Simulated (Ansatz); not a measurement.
Input and command of a plane-wave DFT calculation in Ansatz:

```yaml
crystal:
  lattice:
    - [0.0, 2.56476, 2.56476]
    - [2.56476, 0.0, 2.56476]
    - [2.56476, 2.56476, 0.0]
  atoms:
    - { symbol: Li, position: [0.0121843759, -0.0121843759, 0.0121843759] }
    - { symbol: Cl, position: [0.5, 0.5, 0.5] }
basis:
  ecutwfc: 420
kpoints:
  mp_grid: { grid: [8, 8, 8] }
hamiltonian:
  xc: pbe
scf:
  occupations: { method: gaussian, width: 0.05 }
output:
  forces: true
  stress: true
  eigenvalues: true
```

```bash
ansatz run input.yaml --threads 1 --pin off --max-ram 2560MiB --backend cpu --events-out ev --progress --plain --runs-dir out
```

Processor: Arm Neoverse V2, 1 thread, on a host shared with other jobs.

Question: How long does it run, and how much memory does it take?

Answer: About 1.3 s on 1 thread of Arm Neoverse V2, with other jobs on the host, peak memory 0.28 GiB. It solves 9 bands at 59 k points (the mesh reduced by symmetry) with about 645 plane waves, in 6 SCF iterations.
